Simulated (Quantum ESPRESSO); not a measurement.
# CdO (Monteponite) in Quantum ESPRESSO: the effect of functional

CdO (Monteponite):

```xyz
2
Lattice="0.0000 2.3495 2.3495 2.3495 0.0000 2.3495 2.3495 2.3495 0.0000" Properties=species:S:1:pos:R:3 pbc="T T T"
Cd    0.0000    0.0000    0.0000
O     2.3495    2.3495    2.3495
```

Alike in all runs:

| Item | Value |
| --- | --- |
| Program | Quantum ESPRESSO 7.5 |
| Task | band structure |
| Potentials or basis | SG15 PBE 1.2 |
| Cutoff | 1197 eV |
| Density cutoff | 4789 eV |
| k mesh | 10 × 10 × 10 |
| Occupations | fermi-dirac, width 0.05 eV |
| Spin | no spin polarisation |

Task: One run gave: pressure 11.3 GPa. Which functional did it use?
A. LDA
B. PBEsol
C. RPBE
D. AM05
E. EV93PW91

Result: C.

| functional | pressure (GPa) |
| --- | --- |
| LDA | -6.8 |
| PBEsol | -0.8 |
| RPBE | 11.3 |
| AM05 | 0.1 |
| EV93PW91 | 28.9 |

Caveats: the potentials were made for another functional, which shifts forces and pressure; the potentials were made for a functional far from this one (some runs); a pressure of tens of GPa on the cell as given is suspect, and the run, the potentials or the cell itself is likely at fault (some runs).

Runs at the PBE level aren't shown here.
